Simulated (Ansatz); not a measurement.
MoS2:

```
Mo S
1.0
     1.58550    0.91539    6.11500
    -1.58550    0.91539    6.11500
     0.00000   -1.83078    6.11500
Mo S
1 2
Direct
  0.00000 0.00000 0.00000
  0.25000 0.25000 0.25000
  0.75000 0.75000 0.75000
```

Measurements of this composition are mostly on another form, of space group No. 194.

- Program: Ansatz 0.2.0
- Task: single point
- Functional: PBE
- Potentials or basis: Ansatz PAW
- Cutoff: 420 eV (not typed: the program's choice for these potentials)
- k mesh: 10 × 10 × 10
- Occupations: fermi-dirac, width 0.05 eV
- Spin: no spin polarisation

On this cell: pressure 7.9 GPa; largest force 1.005 eV/Å; band gap on the k mesh none (metal or under the smearing width).

The same run follows on a disturbed copy (atoms moved at random, drawn with an rms of 0.05 Å):

```
Mo S
1.0
     1.58550    0.91539    6.11500
    -1.58550    0.91539    6.11500
     0.00000   -1.83078    6.11500
Mo S
1 2
Direct
  0.00526 0.98847 0.00654
  0.24910 0.25717 0.23994
  0.74176 0.73264 0.76980
```

Task: What does the disturbed cell give?

Result: The energy (extrapolated to zero smearing) moves by +15.5 meV/atom; pressure 8.8 GPa; largest force 1.601 eV/Å; band gap on the k mesh none (metal or under the smearing width).

Forces on the atoms (eV/Å):
```
Mo  -0.211 -0.052 -0.789
S    0.227 -0.371 -0.755
S   -0.016  0.423  1.544
```

Stress tensor (GPa, compression positive):
```
 8.98 -0.42 -1.10
-0.42  5.56  3.54
-1.10  3.54 12.00
```

Caveats: the cell's inner coordinates are idealised or old, which leaves forces on the atoms.
